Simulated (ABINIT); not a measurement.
The system is Br.

```
Br
1.0
     3.36325   -2.32255    0.00000
     3.36325    2.32255    0.00000
     0.00000    0.00000    8.70230
Br
4
Direct
  0.36510 0.63490 0.39010
  0.13490 0.86510 0.89010
  0.63490 0.36510 0.60990
  0.86510 0.13490 0.10990
```

Base run:

```yaml
Program: ABINIT 10.8.3 (patched build)
Functional: PBE
Potentials_or_basis: SPMS NC PBE v1.0
Cutoff: 381 eV
k_mesh: 5 × 5 × 2
Occupations: fermi-dirac, width 0.05 eV
Spin: no spin polarisation
```

Its results: band gap on the k mesh 1.87 eV, indirect (least direct gap 1.89 eV); pressure 1.7 GPa; largest force 0.902 eV/Å.

Problem. After a change of settings the same cell gave: band gap on the k mesh 1.84 eV, indirect (least direct gap 1.86 eV); pressure 0.1 GPa; largest force 0.745 eV/Å. Which change was it?
A. potentials or basis from SPMS NC PBE v1.0 to PseudoDojo NC SR PBE v0.5 standard; cutoff from 381 eV to 626 eV
B. potentials or basis from SPMS NC PBE v1.0 to PseudoDojo NC SR PBE v0.5 stringent; cutoff from 381 eV to 1034 eV; valence electrons from 28 to 68
C. potentials or basis from SPMS NC PBE v1.0 to PseudoDojo NC SR PBE v0.4.1 standard; cutoff from 381 eV to 490 eV
D. functional from PBE to PBEsol; potentials or basis from SPMS NC PBE v1.0 to JTH PAW PBE v2.0; cutoff from 381 eV to 299 eV

Solution. D.

Caveats: an odd mesh through Γ misses points on the zone boundary, where band edges often lie; the PAW data sets were made with another functional, which shifts forces and pressure a little (some runs).

Not every run made on this cell is shown here.
